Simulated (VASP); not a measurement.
# Si2Mo (I4/mmm) in VASP: further runs

Aim: see how the results for Si2Mo move with the level of theory and the settings. Levels: PBE+D3(BJ), PBE, PBEsol. Tasks: relaxation of cell and atoms.

Everything below comes from runs of VASP 6.6.1. Logs are shortened: lines on timing, memory, paths and dates and some standing lists are left out, and cuts for length are marked.

### Step 1. The structure

It takes space group I4/mmm (No. 139, tetragonal). Conventional cell: a = 3.179 Å, b = 3.179 Å, c = 7.798 Å, α = 90.00°, β = 90.00°, γ = 90.00°. Si (site symmetry 4mm) is surrounded by 5 Si at 2.58 to 2.61 Å and 5 Mo at 2.59 to 2.61 Å. Mo (site symmetry 4/mmm) is surrounded by 10 Si at 2.59 to 2.61 Å.

### Step 2. Relaxation of cell and atoms, PBE+D3(BJ)

INCAR reads:

```
SYSTEM = Si2Mo
ALGO = Normal ; EDIFF = 1E-7
EDIFFG = -0.005 ; ENCUT = 600
GGA = PE ; IBRION = 2
ISIF = 3 ; ISMEAR = 1
IVDW = 12 ; LASPH = .TRUE.
LCHARG = .FALSE. ; LREAL = .FALSE.
LWAVE = .FALSE. ; NELM = 80
NSW = 90 ; PREC = Accurate
SIGMA = 0.1
```

KPOINTS reads:

```
k-points
0
G
  16 16 16
  0 0 0
```

POSCAR reads:

```
Si2Mo                                   
1.0
   -1.5896366596      1.5896366596      3.8988444678
    1.5896366596     -1.5896366596      3.8988444678
    1.5896366596      1.5896366596     -3.8988444678
  Si              Mo            
     2     1
Direct
     0.3346144837039839    0.3346144837039839    0.0000000000000000
     0.6653855162960163    0.6653855162960163    0.0000000000000000
     0.0000000000000000    0.0000000000000000    1.0000000000000000
```

Potentials or basis: VASP PAW PBE potentials, release 64 (Si, Mo_sv).

Command:

```console
$ cat potpaw_PBE.64/Si/POTCAR potpaw_PBE.64/Mo_sv/POTCAR > POTCAR
$ mpirun -np 1 vasp_std > vasp.out
```

OUTCAR:

```text
SYSTEM = Si2Mo
   EDIFF = 1E-7
   EDIFFG = -0.005
   ENCUT = 600
   GGA = PE
   IBRION = 2
   ISIF = 3
   ISMEAR = 1
   IVDW = 12
   LASPH = .TRUE.
   LREAL = .FALSE.
   NELM = 80
   NSW = 90
   PREC = Accurate
 IVDW          = 12

 ion  position               nearest neighbor table
   1  0.335  0.335  0.000-   2 2.58   3 2.59   3 2.59   3 2.59   3 2.59   2 2.61   2 2.61   2 2.61
                             2 2.61   3 2.61
   2  0.665  0.665  0.000-   1 2.58   3 2.59   3 2.59   3 2.59   3 2.59   1 2.61   1 2.61   1 2.61
                             1 2.61   3 2.61
   3  0.000  0.000  0.000-   2 2.59   2 2.59   2 2.59   1 2.59   2 2.59   1 2.59   1 2.59   1 2.59
                             1 2.61   2 2.61

  LATTYP: Found a body centered tetragonal cell.
 ALAT       =     3.1792733192
 C/A-ratio  =     2.4526639118

  Lattice vectors:

 A1 = (  -1.5896366596,   1.5896366596,   3.8988444678)
 A2 = (   1.5896366596,  -1.5896366596,   3.8988444678)
 A3 = (   1.5896366596,   1.5896366596,  -3.8988444678)

Analysis of symmetry for initial positions (statically):
=====================================================================
 Subroutine PRICEL returns:
 Original cell was already a primitive cell.

 Routine SETGRP: Setting up the symmetry group for a
 body centered tetragonal supercell.

 Subroutine GETGRP returns: Found 16 space group operations
 (whereof 16 operations were pure point group operations)
 out of a pool of 16 trial point group operations.

The static configuration has the point symmetry D_4h.

Analysis of symmetry for dynamics (positions and initial velocities):
=====================================================================
 Subroutine PRICEL returns:
 Original cell was already a primitive cell.

 Routine SETGRP: Setting up the symmetry group for a
 body centered tetragonal supercell.

 Subroutine GETGRP returns: Found 16 space group operations
 (whereof 16 operations were pure point group operations)
 out of a pool of 16 trial point group operations.

The dynamic configuration has the point symmetry D_4h.

 Subroutine INISYM returns: Found 16 space group operations
 (whereof 16 operations are pure point group operations),
 and found     1 'primitive' translations

----------------------------------------------------------------------------------------

                                     Primitive cell

  volume of cell :      39.4087

  direct lattice vectors                    reciprocal lattice vectors
    -1.589636660  1.589636660  3.898844468     0.000000000  0.314537286  0.128243125
     1.589636660 -1.589636660  3.898844468     0.314537286  0.000000000  0.128243125
     1.589636660  1.589636660 -3.898844468     0.314537286  0.314537286  0.000000000

  length of vectors
     4.500541923  4.500541923  4.500541923     0.339676321  0.339676321  0.444822895

  position of ions in fractional coordinates (direct lattice)
     0.334614484  0.334614484  0.000000000
     0.665385516  0.665385516  0.000000000
     0.000000000  0.000000000  0.000000000

  ion indices of the primitive-cell ions
   primitive index   ion index
                 1           1
                 2           2
                 3           3

----------------------------------------------------------------------------------------

 KPOINTS: k-points

Automatic generation of k-mesh.
 Grid dimensions read from file:
 generate k-points for:   16   16   16

 Generating k-lattice:

  Cartesian coordinates                     Fractional coordinates (reciprocal lattice)
     0.000000000  0.019658580  0.008015195     0.062500000  0.000000000 -0.000000000
     0.019658580  0.000000000  0.008015195     0.000000000  0.062500000 -0.000000000
     0.019658580  0.019658580  0.000000000     0.000000000  0.000000000  0.062500000

  Length of vectors
     0.021229770  0.021229770  0.027801431

  Shift w.r.t. Gamma in fractional coordinates (k-lattice)
     0.000000000  0.000000000  0.000000000

 Subroutine IBZKPT returns following result:
 ===========================================

 Found    349 irreducible k-points:

 Following reciprocal coordinates:
            Coordinates               Weight
  0.000000  0.000000  0.000000      1.000000
  0.062500  0.000000  0.000000      8.000000
  0.125000  0.000000  0.000000      8.000000
  0.187500  0.000000  0.000000      8.000000
  0.250000  0.000000  0.000000      8.000000
  0.312500  0.000000 -0.000000      8.000000
[... 16 lines left out ...]
 -0.125000  0.062500  0.000000     16.000000
 -0.062500  0.062500  0.000000      4.000000
 [... further k-points ...]
   k-points           NKPTS =    349   k-points in BZ     NKDIM =    349   number of bands    NBANDS=     15
   number of dos      NEDOS =    301   number of ions     NIONS =      3
   total plane-waves  NPLWV =  46656
   dimension x,y,z NGX =    36 NGY =   36 NGZ =   36
   dimension x,y,z NGXF=    72 NGYF=   72 NGZF=   72
   ions per type =               2   1
   NGX,Y,Z   is equivalent  to a cutoff of  13.30, 13.30, 13.30 a.u.
   NGXF,Y,Z  is equivalent  to a cutoff of  26.60, 26.60, 26.60 a.u.
 SYSTEM =  Si2Mo
   PREC   = accura    normal or accurate (medium, high low for compatibility)
   ISTART =      0    job   : 0-new  1-cont  2-samecut
   ICHARG =      2    charge: 1-file 2-atom 10-const
   ISPIN  =      1    spin polarized calculation?
   LNONCOLLINEAR =      F non collinear calculations
   LSORBIT =      F    spin-orbit coupling
   LASPH  =      T    aspherical Exc in radial PAW
   ENCUT  =  600.0 eV  44.10 Ry    6.64 a.u.   8.99  8.99  8.99*2*pi/ulx,y,z
   NELM   =     80;   NELMIN=  2; NELMDL= -5     # of ELM steps
   EDIFF  = 0.1E-06   stopping-criterion for ELM
   LREAL  =      F    real-space projection
   EDIFFG = -.5E-02   stopping-criterion for IOM
   NSW    =     90    number of steps for IOM
   IBRION =      2    ionic relax: 0-MD 1-quasi-New 2-CG
   NFREE  =      1    steps in history (QN), initial steepest desc. (CG)
   ISIF   =      3    stress and relaxation
   ISYM   =      2    0-nonsym 1-usesym 2-fastsym
   POTIM  = 0.5000    time-step for ionic-motion
   TEBEG  =    0.0;   TEEND  =   0.0 temperature during run
   PSTRESS=    0.0 pullay stress
   NELECT =      22.0000    total number of electrons
   NUPDOWN=      -1.0000    fix difference up-down
   EMIN   =  10.00;   EMAX   =-10.00  energy-range for DOS
   EFERMI =   0.00;   METHOD = LEGACY
   ISMEAR =     1;   SIGMA  =   0.10  broadening in eV -4-tet -1-fermi 0-gaus
   EFERMI_NEDOS =   21; number of points for ismear=-14 and -15
   IALGO  =     38    algorithm
   IMIX   =      4    mixing-type and parameters
     AMIX     =   0.40;   BMIX     =  1.00
     AMIX_MAG =   1.60;   BMIX_MAG =  1.00
  volume/ion in A,a.u.               =      13.14        88.65
  Fermi-wavevector in a.u.,A,eV,Ry     =   1.347985  2.547323 24.722664  1.817065
  Thomas-Fermi vector in A             =   2.475691
   LORBIT       =      0    0 simple, 1 ext, 2 COOP (PROOUT), +10 PAW based schemes
   GGA     = PE    functional components
   LHFCALC =     F    Hartree Fock is set to
   AEXX    =    0.0000 exact exchange contribution
   IVDW    =    12    specifies the selected vdW correction
   LEPSILON=     F    determine dielectric tensor
   LRPA    =     F    only Hartree local field effects (RPA)
 conjugate gradient relaxation of ions
 non-spin polarized calculation
 Methfessel and Paxton  Order N= 1 SIGMA  =   0.10
  energy-cutoff  :      600.00
  volume of cell :       39.41
 maximum number of plane-waves:      1340
   NGX = 17   NGY = 17   NGZ = 17

 number of electron      22.0000000 magnetization

 Free energy of the ion-electron system (eV)
  ---------------------------------------------------
  ext. energy  EPLUGINS =         0.00000000
  ---------------------------------------------------
  free energy    TOTEN  =       -23.23046007 eV

  energy without entropy =      -23.23006011  energy(sigma->0) =      -23.23032675

 E-fermi :  12.5586     XC(G=0): -12.5271

 val. band max:       12.5482081575   @ k =  -0.4375  -0.4375   0.3750
 cond. band min:      12.5626623321   @ k =  -0.4375  -0.4375   0.3125
 fundamental gap:      0.0144541746
 Fermi energy:        12.5586318127

 k-point     1 :       0.0000    0.0000    0.0000
  band No.  band energies     occupation
      1     -48.1193      2.00000
      2     -22.2887      2.00000
      3     -22.1968      2.00000
      4     -22.1968      2.00000
      5      -1.0151      2.00000
      6       6.0655      2.00000
      7       9.1732      2.00000
      8       9.4340      2.00000
      9       9.8953      2.00000
     10       9.8953      2.00000
     11      12.9661     -0.00000
     12      15.6806      0.00000
     13      15.8449      0.00000
     14      16.1835      0.00000
     15      16.1835      0.00000

 k-point     2 :       0.0625    0.0000    0.0000
  band No.  band energies     occupation
      1     -48.1186      2.00000
      2     -22.2880      2.00000
      3     -22.2075      2.00000
      4     -22.1957      2.00000
      5      -0.9425      2.00000
      6       6.0736      2.00000
      7       8.8699      2.00000
      8       9.4432      2.00000
      9       9.9435      2.00000
     10      10.0682      2.00000
     11      12.7356     -0.03125
     12      15.5107      0.00000
     13      15.7892      0.00000
     14      15.8863      0.00000
     15      16.4259      0.00000

 k-point     3 :       0.1250    0.0000    0.0000
  band No.  band energies     occupation
      1     -48.1163      2.00000
      2     -22.2857      2.00000
      3     -22.2381      2.00000
      4     -22.1929      2.00000
      5      -0.7270      2.00000
      6       6.0798      2.00000
      7       8.3141      2.00000
      8       9.4449      2.00000
      9      10.0839      2.00000
     10      10.2838      2.00000
     11      12.2259      2.00003
     12      14.9320      0.00000
     13      15.2412      0.00000
     14      16.3335      0.00000
     15      16.8309      0.00000

 k-point     4 :       0.1875    0.0000    0.0000
  band No.  band energies     occupation
      1     -48.1130      2.00000
      2     -22.2851      2.00000
      3     -22.2808      2.00000
      4     -22.1887      2.00000
      5      -0.3751      2.00000
      6       6.0137      2.00000
      7       7.7793      2.00000
      8       9.3657      2.00000
      9      10.2980      2.00000
     10      10.3945      2.00000
     11      11.6778      2.00000
     12      14.4167     -0.00000
     13      14.9005      0.00000
     14      16.8046      0.00000
     15      16.9434      0.00000
[... 307 lines left out ...]
 k-point    22 :      -0.1875    0.0625    0.0000
  band No.  band energies     occupation
      1     -48.1123      2.00000
      2     -22.2830      2.00000
      3     -22.2795      2.00000
      4     -22.1991      2.00000
      5      -0.3667      2.00000
      6       6.2977      2.00000
      7       7.6381      2.00000
      8       9.3741      2.00000
      9       9.7164      2.00000
     10      10.7833      2.00000
     11      11.4440      2.00000
     12      14.7224      0.00000
     13      14.9937      0.00000
     14      16.5902      0.00000
     15      16.9768      0.00000

 k-point    23 :      -0.1250    0.0625    0.0000
  band No.  band energies     occupation
      1     -48.1156      2.00000
      2     -22.2839      2.00000
      3     -22.2370      2.00000
      4     -22.2035      2.00000
      5      -0.6977      2.00000
      6       6.2794      2.00000
      7       8.2098      2.00000
      8       9.4098      2.00000
      9       9.5636      2.00000
     10      10.6936      2.00000
     11      11.9721      2.00000
     12      15.0798      0.00000
     13      15.4935      0.00000
     14      16.2576      0.00000
     15      16.7256      0.00000

 k-point    24 :      -0.0625    0.0625    0.0000
  band No.  band energies     occupation
      1     -48.1178      2.00000
      2     -22.2866      2.00000
      3     -22.2073      2.00000
      4     -22.2057      2.00000
      5      -0.8915      2.00000
      6       6.1767      2.00000
      7       8.6906      2.00000
      8       9.4708      2.00000
      9       9.5744      2.00000
     10      10.4187      2.00000
     11      12.4941      1.87835
     12      15.4489      0.00000
     13      15.9450      0.00000
     14      16.0328      0.00000
     15      16.2448      0.00000

 [... further k-points ...]

------------------------ aborting loop because EDIFF is reached ----------------------------------------

 Edisp (eV)   -1.76673

 E8    (eV) :    -0.7684

  FORCE on cell =-STRESS in cart. coord.  units (eV):
  Direction    XX          YY          ZZ          XY          YZ          ZX
  --------------------------------------------------------------------------------------
  -------------------------------------------------------------------------------------
  Total       0.00149     0.00149    -0.01198     0.00000     0.00000     0.00000
  in kB       0.06071     0.06071    -0.48710     0.00000     0.00000     0.00000
  external pressure =       -0.12 kB  Pullay stress =        0.00 kB

 VOLUME and BASIS-vectors are now :
 -----------------------------------------------------------------------------
  energy-cutoff  :      600.00
  volume of cell :       39.41
      direct lattice vectors                 reciprocal lattice vectors
    -1.589636660  1.589636660  3.898844468     0.000000000  0.314537286  0.128243125
     1.589636660 -1.589636660  3.898844468     0.314537286  0.000000000  0.128243125
     1.589636660  1.589636660 -3.898844468     0.314537286  0.314537286  0.000000000

 POSITION                                       TOTAL-FORCE (eV/Angst)
 -----------------------------------------------------------------------------------
      0.00000      0.00000      2.60922         0.000000      0.000000     -0.001643
      0.00000      0.00000      5.18847         0.000000      0.000000      0.001643
      0.00000      0.00000      0.00000        -0.000000     -0.000000      0.000000
 -----------------------------------------------------------------------------------
    total drift:                               -0.000000      0.000000     -0.000000

  FREE ENERGIE OF THE ION-ELECTRON SYSTEM (eV)
  ---------------------------------------------------
  free  energy   TOTEN  =       -24.9971920091 eV

  energy  without entropy=      -24.9967920505  energy(sigma->0) =      -24.99705869

 reached required accuracy - stopping structural energy minimisation
```

It took 5.8 min on 1 thread of Intel Xeon Platinum 8488C (Sapphire Rapids), shared host; peak memory 0.41 GiB.

What came out:

| Item | Value |
| --- | --- |
| Free energy | -24.9972 eV |
| Pressure after relaxing | 0.0 GPa |
| Band gap on the k mesh | none (metal or under the smearing width) |
| Dispersion energy per atom | -0.589 eV |

Final structure:
```xyz
3
Lattice="-1.5896 1.5896 3.8988 1.5896 -1.5896 3.8988 1.5896 1.5896 -3.8988" Properties=species:S:1:pos:R:3 pbc="T T T"
Si    0.0000    0.0000    2.6092
Si    0.0000    0.0000    5.1885
Mo    0.0000    0.0000    0.0000
```

Levels at points of the mesh, in eV from the Fermi level:
```
           k point  band 8  band 9  band 10  band 11  band 12  band 13  band 14  band 15
(0.00, 0.00, 0.00)   -3.12   -2.66    -2.66     0.41     3.12     3.29     3.62     3.62
(0.50, 0.00, 0.00)   -4.53   -2.63    -2.60    -0.51     2.35     3.14     4.24     4.28
(0.50, 0.50, 0.00)   -5.19   -4.51    -3.12    -1.18     2.41     2.84     3.21     3.40
(0.50, 0.50, 0.50)   -2.25   -0.58    -0.58    -0.46    -0.46     0.55     4.80     5.40
```

Caveat: the relaxation stopped at its first step, so nothing moved; pairwise dispersion overbinds metals, which lowers pressure and volume.

(Part 1 of 3 ends here.)
